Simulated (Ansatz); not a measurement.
# RbBr: the cost of one run

Program: Ansatz 0.2.0. Level of theory: DFT PBE, scalar-relativistic, plane waves, PAW. These are calculated values, not measurements.

2 further runs of the same task are left out: 2 set aside as unsound or not needed.

### Step 1. Starting point

Symmetry: Fm-3m, No. 225, cubic system. Conventional cell: a = 6.701 Å, b = 6.701 Å, c = 6.701 Å, α = 90.00°, β = 90.00°, γ = 90.00°. K (site symmetry m-3m) is surrounded by 6 Br at 3.35 Å. Around Br (site symmetry m-3m) lie 6 K at 3.35 Å.

As a file:

```cif
data_structure
_symmetry_space_group_name_H-M 'P 1'
_symmetry_Int_Tables_number 1
_cell_length_a 4.7382
_cell_length_b 4.7382
_cell_length_c 4.7382
_cell_angle_alpha 60.000
_cell_angle_beta 60.000
_cell_angle_gamma 60.000
_cell_volume 75.22
loop_
_atom_site_label
_atom_site_type_symbol
_atom_site_fract_x
_atom_site_fract_y
_atom_site_fract_z
_atom_site_occupancy
K1 K 0.00000 0.00000 0.00000 1
Br1 Br 0.50000 0.50000 0.50000 1
```

It is the result of an earlier relaxation at this level (volume 37.61 Å³/atom; gap on the mesh: 4.32 eV).

### Step 2. The partner compound

RbBr is put into the same structure and relaxed.

The cell holds 1 Rb, 1 Br: a = 4.921 Å, b = 4.921 Å, c = 4.921 Å, α = 60.00°, β = 60.00°, γ = 60.00°.

### Step 3. A first look at the start (RbBr)

File input.yaml:

```yaml
crystal:
  lattice:
    - [0.0, 3.4793893884, 3.4793893884]
    - [3.4793893884, 0.0, 3.4793893884]
    - [3.4793893884, 3.4793893884, 0.0]
  atoms:
    - { symbol: Rb, position: [0.0, 0.0, 0.0] }
    - { symbol: Br, position: [0.5, 0.5, 0.5] }
basis:
  ecutwfc: 420
kpoints:
  mp_grid: { grid: [4, 4, 4] }
hamiltonian:
  xc: pbe
scf:
  occupations: { method: gaussian, width: 0.1 }
output:
  forces: true
  stress: true
  eigenvalues: true
```

Command:

```
$ ansatz run input.yaml --threads 2 --pin off --max-ram 5120MiB --backend cpu --events-out ev --progress --plain --runs-dir out
```

What time and memory should one allow on 2 threads of Arm Neoverse N1, shared host?

About 1.5 s, with a peak of 0.29 GiB.
